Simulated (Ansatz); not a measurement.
# Al2O3 (P-3m1) in Ansatz: band structure with PBE

Aim: the band structure of Al2O3 with PBE.

Program: Ansatz 0.2.0. These are calculated values, not measurements. Logs are shortened: lines on timing, memory, paths and dates and some standing lists are left out, and cuts for length are marked.

## Step 1: The crystal as given

The structure is trigonal, space group P-3m1 (No. 164). Conventional cell: a = 3.017 Å, b = 3.017 Å, c = 7.575 Å, α = 90.00°, β = 90.00°, γ = 120.00°. Around Al (site symmetry 3m) lie 4 O at 1.68 to 1.84 Å. O (site symmetry -3m) is surrounded by 2 Al at 1.68 Å. O (site symmetry 3m) is surrounded by 3 Al at 1.84 Å.

Measurements of this composition are mostly on another form, of space group No. 167.

## Step 2: Band structure, PBE

Contents of input.yaml:

```yaml
crystal:
  lattice:
    - [3.017482544, 0.0, 0.0]
    - [-1.508741272, 2.6132165386, 0.0]
    - [0.0, 0.0, 7.5746360022]
  atoms:
    - { symbol: Al, position: [0.0, 0.0, 0.722049] }
    - { symbol: Al, position: [0.0, 0.0, 0.277951] }
    - { symbol: O, position: [0.0, 0.0, 0.5] }
    - { symbol: O, position: [0.6666666667, 0.3333333333, 0.800546] }
    - { symbol: O, position: [0.3333333333, 0.6666666667, 0.199454] }
hamiltonian:
  xc: pbe
  pseudopotentials: { kind: paw }
kpoints:
  mp_grid: { grid: [7, 7, 3] }
  band_path:
    path:
      - [[0.0, 0.0, 0.0], [0.5, 0.0, 0.0], [0.3333333333, 0.3333333333, 0.0], [0.0, 0.0, 0.0], [0.0, 0.0, 0.5], [0.5, 0.0, 0.5], [0.3333333333, 0.3333333333, 0.5], [0.0, 0.0, 0.5]]
      - [[0.5, 0.0, 0.5], [0.5, 0.0, 0.0]]
      - [[0.3333333333, 0.3333333333, 0.0], [0.3333333333, 0.3333333333, 0.5]]
    npoints: 14
scf:
  occupations: { method: fermi_dirac, width: 0.05 }
  n_extra_bands: 12
output:
  forces: true
  stress: true
  eigenvalues: true
  fatbands: false
```

Potentials or basis: Ansatz PAW.

Command:

```
> ansatz run input.yaml --threads 2 --pin off --max-ram 5632MiB --backend cpu --events-out ev --progress --plain --runs-dir out
```

Standard output:

```text
Warning: RAYON_NUM_THREADS=2 ignored (pool sized by the plan → 2); use --threads N
scf.n_extra_bands = 12 over 12 filled bands (N_el = 24.0): the run solves 24 bands
Engine: ansatz 0.2.0, aarch64-unknown-linux-gnu
Pseudopotentials: kind: paw
Pseudopotential: Al, paw, valence charge 3, recommended cutoff 420 eV (normal), Al.paw.azcp
Pseudopotential: O, paw, valence charge 6, recommended cutoff 420 eV (normal), O.paw.azcp
Functional definition: PBE
  parameter kappa = 0.804
  parameter beta = 0.06672455060314922
  exchange = pbe_x(kappa = kappa, mu = beta*pi^2/3)
  correlation = pbe_c(beta = beta)
Crystal: 5 atoms, lattice volume = 59.729 Å³
Basis set: ecut = 420 eV, 1165 PW (Γ), exchange–correlation on 48×48×108 points (8 copies of the dense FFT grid, shifted against one another)
Bands: 24, of which v1, the nominal top of the filled ones, is band 12 counted from 1 (11 counted from 0)
Symmetry: 12 space group operations
Space group: P-3m1 (ITA 164), of the structure as read, at distance tolerance 3.9e-5 Å
k-points: 20 of 147
Non-local potential: Al, projectors of the file, l = 0: 2, l = 1: 2, l = 2: 1
Non-local potential: O, projectors of the file, l = 0: 2, l = 1: 2, l = 2: 1
PAW form: soft (Blöchl's): semilocal exchange-correlation on the pseudo side does not see the compensation charge
PAW one-centre angular grid: Al, 110 points (default); XC on 64 Gauss nodes
PAW one-centre angular grid: O, 110 points (default); XC on 64 Gauss nodes
Initial density: superposition of atomic densities (neutral atoms: chi_scale 0, normalization atom), corrected by the library's trained network
Initial wavefunctions: pseudopotential atomic-orbital guess
Functional: x = pbe(κ = 0.804, μ = 0.2195149727645171), c = pbe(β = 0.06672455060314922)
SCF iter   1: F=—  HF=-2783.601319 eV  |F-HF|=—  |Δ(HF+E_count)|=         —  Δρ=1.90e-3  dr2=4.22e-3  ethr=1.77e-3  ⟨swp⟩=5.3  Hψ=2546  notcnv=0  defer=25
preconditioner: auto → none  [insulator: Δε(μ)=2.386 eV  Ē_g=18.390 eV  σ=0.050 eV  W_gap=1.00  n_scr=4 (ndim 8)  ℏωp=23.5 eV  f_vac=0.037  D(μ)=0.00/eV (n_scr^D=0)  ε∞_Penn≈2.6]
SCF iter   2: F=—  HF=-2783.601438 eV  |F-HF|=—  |Δ(HF+E_count)|=   1.18e-4  Δρ=1.71e-3  dr2=1.18e-3  ethr=1.76e-5  ⟨swp⟩=2.5  Hψ=907  notcnv=0  defer=70
SCF iter   3: F=—  HF=-2783.601451 eV  |F-HF|=—  |Δ(HF+E_count)|=   1.34e-5  Δρ=6.81e-4  dr2=2.07e-4  ethr=4.93e-6  ⟨swp⟩=2.1  Hψ=523  notcnv=0  defer=70
SCF iter   4: F=—  HF=-2783.601539 eV  |F-HF|=—  |Δ(HF+E_count)|=   8.78e-5  Δρ=3.23e-4  dr2=3.56e-5  ethr=8.61e-7  ⟨swp⟩=2.3  Hψ=486  notcnv=0  defer=70
SCF iter   5: F=—  HF=-2783.601739 eV  |F-HF|=—  |Δ(HF+E_count)|=   2.00e-4  Δρ=9.51e-5  dr2=2.78e-6  ethr=1.48e-7  ⟨swp⟩=2.0  Hψ=560  notcnv=0  defer=70
SCF iter   6: F=—  HF=-2783.601741 eV  |F-HF|=—  |Δ(HF+E_count)|=   2.82e-6  Δρ=2.44e-5  dr2=1.33e-7  ethr=1.16e-8  ⟨swp⟩=2.0  Hψ=510  notcnv=0  defer=70
SCF iter   7: F=-2783.601742 eV  HF=-2783.601742 eV  |F-HF|=9.50e-9  |Δ(HF+E_count)|=   2.87e-7  Δρ=4.07e-6  dr2=6.33e-9  ethr=4.17e-10  ⟨swp⟩=9.1  Hψ=2670  notcnv=0
SCF 1 converged in 7 iterations: F = -2783.601742 eV  dr2 = 6.33e-9
NSCF: frozen V_eff on 129 k-points
SCF converged after 7 iterations
Free energy (F): -2783.601742 eV
Harris-Foulkes:  -2783.601742 eV  (|F-HF|=9.50e-9)
Internal energy: -2783.601742 eV  (E = F + TS)
E sigma→0 (E₀):  -2783.601742 eV
Fermi energy:    6.199719 eV
--- Per-component energies (eV) ---
  E_band       = -57.781084
  E_kinetic    = 582.170894
  E_local      = -1328.315196  (includes V_loc(G=0)·N_el)
  E_nonlocal   = 163.486387
  E_hartree    = 492.445101
  E_xc         = -303.265686
  E_vxc        = -343.450820  (∫ρ·V_xc dr)
  E_paw        = -1410.907151  (= ΣΔE_a)
  E_vpaw       = -116.570749  (= ΣTr[D̂ρ^β])
  E_aug_tail   = 0.007492  (compensation charges beyond the density's cutoff)
  E_ewald      = -979.223582
  E_smearing   = -0.000000  (= −TS)
  E_closure    = 0.000000  (closes the sum)
  Σ components = -2783.601742   (vs F -2783.601742, Δ=0.00e0)
--- Forces (eV/Å), atoms counted from 1 ---
  atom   1  Al     0.00000000     0.00000000    -0.12428665
  atom   2  Al     0.00000000    -0.00000000     0.12428665
  atom   3  O      0.00000000     0.00000000     0.00000000
  atom   4  O      0.00000000    -0.00000000    -0.08213376
  atom   5  O      0.00000000     0.00000000     0.08213376
  max |Σ_I F_I| component: 1.39e-17 eV/Å
--- Stress (GPa, compression-positive) ---
       -0.592989      -0.000000      -0.000000
        0.000000      -0.592989       0.000000
       -0.000000       0.000000      -0.397280
  P = ⅓ Tr σ = -0.5278 GPa (-5.278 kbar)
--- Band table (eV; the first three rows and the last of 20) ---
  k-point 0: bands = ["-14.6048", "-14.4149", "-11.8627", "-0.8468", "0.5067", "1.2695", "1.2695", "1.2840", "1.2840", "2.6456", "4.9955", "4.9955", "7.2950", "9.2853", "12.3583", "15.5335", "15.6320", "17.0852", "17.0852", "17.4439", "17.4439", "21.3663", "22.0025", "22.0025"]
  k-point 1: bands = ["-14.5607", "-14.4641", "-11.8551", "-1.0282", "1.0436", "1.2655", "1.2655", "1.2884", "1.2884", "2.1720", "4.9953", "4.9953", "7.8026", "8.7664", "12.8413", "14.1498", "16.9936", "16.9936", "17.1748", "17.5726", "17.5726", "20.2863", "21.9793", "21.9793"]
  k-point 2: bands = ["-14.4520", "-14.2804", "-11.7832", "-0.8150", "0.4281", "0.6719", "0.7160", "1.1262", "1.1743", "2.6556", "4.4229", "4.9021", "8.3397", "9.9775", "12.3733", "14.6300", "15.9812", "16.4080", "17.0730", "17.5170", "18.0331", "20.0637", "21.3542", "21.7226"]
  k-point 19: bands = ["-13.5971", "-13.5831", "-11.3989", "-1.7231", "-1.3645", "-0.7259", "-0.5550", "1.2067", "1.4159", "1.8348", "3.4505", "3.7541", "11.4251", "11.8738", "12.5797", "14.6889", "15.4678", "15.8345", "16.2134", "16.8555", "17.3189", "17.5273", "20.4884", "21.1419"]
```

Wall time 2.7 s (2 threads of Arm Neoverse V2, shared host); peak memory 0.32 GiB.

What came out:

| Item | Value |
| --- | --- |
| Free energy | -2783.6017 eV |
| Pressure | -0.5 GPa |
| Largest force | 0.124 eV/Å |
| Band gap on the k mesh | 2.30 eV, direct |
| Band gap along the path | 2.30 eV, direct |

Forces on the atoms (eV/Å):
```
Al   0.000  0.000 -0.124
Al   0.000  0.000  0.124
O    0.000  0.000  0.000
O    0.000  0.000 -0.082
O    0.000  0.000  0.082
```

Levels at the corners of the path, in eV from the valence-band top:
```tsv
point	band 10	band 11	band 12	band 13	band 14	band 15
Γ	-2.35	0.00	0.00	2.30	4.29	7.36
M	-3.11	-1.76	-0.48	4.63	6.22	8.18
K	-3.48	-1.40	-1.40	6.75	6.75	7.74
Γ	-2.35	0.00	0.00	2.30	4.29	7.36
A	-3.10	0.00	0.00	3.24	3.33	8.14
L	-3.34	-1.69	-0.48	5.07	5.63	8.11
H	-3.42	-1.48	-1.48	6.77	6.77	7.75
A	-3.10	0.00	0.00	3.24	3.33	8.14
L	-3.34	-1.69	-0.48	5.07	5.63	8.11
M	-3.11	-1.76	-0.48	4.63	6.22	8.18
K	-3.48	-1.40	-1.40	6.75	6.75	7.74
H	-3.42	-1.48	-1.48	6.77	6.77	7.75
```

Caveat: the pressure holds a Pulay correction of +0.6 GPa for the finite cutoff.
